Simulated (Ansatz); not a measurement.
Runs of Ansatz 0.2.0 on Bi. Symmetry: Im-3m, No. 229, cubic system. The conventional cell has a = 3.963 Å, b = 3.963 Å, c = 3.963 Å, α = 90.00°, β = 90.00°, γ = 90.00°. Around Bi (site symmetry m-3m) lie 8 Bi at 3.43 Å. This isn't the form of Bi at room conditions, which is rhombohedral.

```csv
task,level,potentials or basis,spin,fixed moment (μB),k mesh,cutoff (eV),smearing,optics k mesh,broadening,sphere radius (all atoms),other functionals evaluated on the density,basis error allowed,other keys,mesh quality,gap on the mesh (eV),pressure (GPa),moment (μB)
optical spectrum,PBE+D4,"all-electron LAPW, scalar-relativistic","collinear, random start",-,9 × 9 × 9,159,gaussian 0.1 eV,13 × 13 × 13,0.1 eV,-,-,0.001 eV/atom,-,not flagged,none,-,0.00
single point,rPW86-PBE+D3(BJ),"all-electron LAPW, point nuclei","non-collinear, ferromagnetic start",-,7 × 7 × 7,187,fermi-dirac 0.15 eV,-,-,1.664 Å,-,0.0005 eV/atom,hamiltonian.pseudopotentials.lapw.muffin_tin_radii = 1.664,coarse,none,2.6,0.00
single point,PBE,"all-electron LAPW, scalar-relativistic",off,-,5 × 5 × 5,146,fermi-dirac 0.02 eV,-,-,-,-,0.002 eV/atom,-,coarse,none,(a),-
single point,PBE,"all-electron LAPW, inner shells corrected to Dirac's equation","collinear, ferromagnetic start",-,9 × 9 × 9,210,gaussian 0.01 eV,-,-,1.544 Å,"BLYP, revPBE, RPBE",0.001 eV/atom,hamiltonian.pseudopotentials.lapw.muffin_tin_radii = 1.544,not flagged,none,0.9,(b)
atomic charges,PBE,"all-electron LAPW, relativistic spinors","non-collinear, ferromagnetic start, SOC",-,7 × 7 × 7,159,cold 0.025 eV,-,-,-,-,0.001 eV/atom,-,coarse,none,2.5,0.00
density of states,revPBE,"all-electron LAPW, scalar-relativistic","collinear, random start",1.0,9 × 9 × 9,159,cold 0.01 eV,-,-,-,-,0.001 eV/atom,-,not flagged,-,6.0,-
```

Alike in all rows: cell as given.

Fill in the values left out.

(a) 1.3; (b) 0.01.

Caveats: some runs use coarse meshes; spin-orbit coupling is left out, which moves the levels of the heavy elements (some runs); the starting moments weren't kept (some runs); pairwise dispersion overbinds metals, which lowers pressure and volume (some runs); the k mesh is thin for a metal, which can move the energy by tens of meV per atom (some runs); local fields are left out (some runs); spectra need much finer meshes, so this one isn't converged (some runs); independent-particle spectra lack excitons (some runs).

A k mesh can miss the band edges, and rows without SOC leave out spin-orbit coupling on Bi.

A gap of «none» marks a metal or a gap under the smearing width.
